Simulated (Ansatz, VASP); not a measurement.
## Two plane-wave programs on Si

File INCAR:

```
SYSTEM = Si
  PREC = Accurate
  ENCUT = 520
  EDIFF = 1E-6
  ISMEAR = -1
  SIGMA = 0.05
  LREAL = .FALSE.
  LASPH = .TRUE.
  NELM = 100
  ALGO = Normal
  ISIF = 2
  LWAVE = .FALSE.
  LCHARG = .FALSE.
  GGA = CA
  NBANDS = 11
```

File KPOINTS:

```
regular mesh
0
G
  10 10 10
  0 0 0
```

POSCAR

```
Si
1.0
    0.0000000000      2.7016643793      2.7016643793
    2.7016643793      0.0000000000      2.7016643793
    2.7016643793      2.7016643793      0.0000000000
Si
2
Direct
    0.5000000000      0.5000000000      0.5000000000
    0.7500000000      0.7500000000      0.7500000000
```

Input for Ansatz:

```yaml
crystal:
  lattice:
    - [0.0, 2.7016643793, 2.7016643793]
    - [2.7016643793, 0.0, 2.7016643793]
    - [2.7016643793, 2.7016643793, 0.0]
  atoms:
    - { symbol: Si, position: [0.5, 0.5, 0.5] }
    - { symbol: Si, position: [0.75, 0.75, 0.75] }
hamiltonian:
  xc: lda
  pseudopotentials:
    kind: paw
    azcp:
      Si: "pseudopotentials/Si.paw.azcp"
basis:
  ecutwfc: 500
  fft_grid_basis: typed
kpoints:
  mp_grid: { grid: [10, 10, 10], shift: [0, 0, 0] }
magnetization:
  spin_polarized: false
scf:
  occupations: { method: fermi_dirac, width: 0.05 }
  lower_state_search: "off"
output:
  stress: true
```

Alike in both runs: task single point; functional LDA; k mesh 10 × 10 × 10; occupations fermi-dirac, width 0.05 eV; no spin polarisation.

```csv
,VASP,Ansatz
version,VASP 6.6.1,Ansatz 0.2.0
potentials or method,"VASP PAW LDA potentials, release 64 (Si)","plane waves (500 eV) with PAW, scalar-relativistic"
plane-wave cutoff (eV),520,500
valence electrons in the cell,8,8
```

Ansatz gave:

* pressure (GPa): -0.1

Problem. Estimate VASP's values.

Solution. Pressure (GPa): 0.0.

Ansatz warned: «pseudo_functional_mismatch».
